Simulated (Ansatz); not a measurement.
# Cutoff convergence: SnTe

System: SnTe (rock salt type, first atom moved by 0.06 Å along [111]), 2 atoms in the cell.

```xyz
2
Lattice="0.0000 3.2050 3.2050 3.2050 0.0000 3.2050 3.2050 3.2050 0.0000" Properties=species:S:1:pos:R:3 pbc="T T T"
Sn    0.0346    0.0346    0.0346
Te    3.2050    3.2050    3.2050
```

These are results of HSE06, plane waves, PAW datasets (generated soft set 1) (Ansatz), not measurements.

Exchange singularity: Wigner-Seitz; k-mesh 4×4×4 Γ-centred; Fermi–Dirac smearing of 0.05 eV; no spin polarisation; no spin–orbit coupling.

Cutoffs run: 280, 300, 320, 340, 380, 420, 480, 560 eV. At 560 eV the pressure at a fixed basis is -0.98 GPa and the rms force 0.123 eV/Å.

(1) From which of these cutoffs on do the forces lie within 10 meV/Å (rms) of the highest one?

(2) What pressure at a fixed basis does the 280 eV run show?

(3) Give the whole series.

Answers

(1) Even the lowest tried, 280 eV, does.

(2) -6.39 GPa. An incomplete basis pulls the printed pressure down.

(3) 
```json
{"cutoff (eV)": "280", "E − E(top) (meV/atom)": "106.4", "pressure at fixed basis (GPa)": "-6.39", "corrected pressure (GPa)": "-0.95", "rms force change (meV/Å)": "1.4"}
{"cutoff (eV)": "300", "E − E(top) (meV/atom)": "32.4", "pressure at fixed basis (GPa)": "-2.93", "corrected pressure (GPa)": "-1.02", "rms force change (meV/Å)": "1.6"}
{"cutoff (eV)": "320", "E − E(top) (meV/atom)": "9.2", "pressure at fixed basis (GPa)": "-1.61", "corrected pressure (GPa)": "-0.98", "rms force change (meV/Å)": "1.2"}
{"cutoff (eV)": "340", "E − E(top) (meV/atom)": "2.6", "pressure at fixed basis (GPa)": "-1.13", "corrected pressure (GPa)": "-0.97", "rms force change (meV/Å)": "0.3"}
{"cutoff (eV)": "380", "E − E(top) (meV/atom)": "1.2", "pressure at fixed basis (GPa)": "-0.98", "corrected pressure (GPa)": "-0.98", "rms force change (meV/Å)": "0.3"}
{"cutoff (eV)": "420", "E − E(top) (meV/atom)": "0.7", "pressure at fixed basis (GPa)": "-1.00", "corrected pressure (GPa)": "-0.98", "rms force change (meV/Å)": "0.0"}
{"cutoff (eV)": "480", "E − E(top) (meV/atom)": "0.2", "pressure at fixed basis (GPa)": "-0.98", "corrected pressure (GPa)": "-0.98", "rms force change (meV/Å)": "0.1"}
{"cutoff (eV)": "560", "E − E(top) (meV/atom)": "0.0", "pressure at fixed basis (GPa)": "-0.98", "corrected pressure (GPa)": "-0.98", "rms force change (meV/Å)": "0.0"}
```

The k-mesh is coarse, so these values belong to this mesh and can lie far from the converged ones. Where the force pushes the moved atom further off its site, the soft mode may be real or faked by the k-mesh.
